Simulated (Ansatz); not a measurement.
Method: DFT, RPBE, plane waves (420 eV) with PAW, scalar-relativistic (Ansatz 0.2.0). (PAW data from PBE, frozen cores regenerated.)

An element in the omega (AlB2-type) structure gives this curve. The cell is scaled uniformly from the relaxed one, with fractional coordinates and shape fixed. Energies are extrapolated to zero smearing, pressures are those at the given smearing. Magnetic state: spin not included. Spin polarisation is off; a magnetic state may lie lower.

```csv
V (Å³/atom),E − E₀ (meV/atom),P (GPa)
10.657,147.7,37.04
11.141,60.2,22.04
11.626,13.5,9.89
12.110,0.0,0.04
12.595,13.3,-7.95
13.079,48.4,-14.42
13.563,101.2,-19.65
```

Problem. Which element is it?
A. ruthenium
B. cobalt
C. chromium
D. nickel

Solution. C. Its fit is V₀ = 12.10 Å³/atom, B₀ = 222 GPa, B₀′ = 4.2.
